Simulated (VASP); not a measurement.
A run of VASP 6.6.1 is set up as follows.

INCAR

```
SYSTEM = Si
PREC = Accurate
ENCUT = 520
EDIFF = 1E-7
ISMEAR = 0
SIGMA = 0.1
LREAL = .False.
LASPH = .True.
NELM = 60
ALGO = Fast
ISIF = 2
LWAVE = .False.
LCHARG = .False.
NBANDS = 11
```

File KPOINTS:

```
Automatic mesh
0
Gamma
  6 6 6
  0 0 0
```

POSCAR

```
Si
1.0
    0.0000000000      2.7135600000      2.7135600000
    2.7135600000      0.0000000000      2.7135600000
    2.7135600000      2.7135600000      0.0000000000
Si
2
Direct
    0.7500000000      0.7500000000      0.7500000000
    0.5000000000      0.5000000000      0.5000000000
```

Potentials or basis: VASP PAW LDA potentials, release 64 (Si).

Run with:

```console
$ cat potpaw_LDA.64/Si/POTCAR > POTCAR
$ mpirun -np 1 vasp_std > vasp.out
```

(1) What does it give for the band gap on the k mesh?

(2) Estimate the pressure.

## Answers

(1) 0.59 eV, indirect (least direct gap 2.52 eV).

(2) -1.2 GPa.
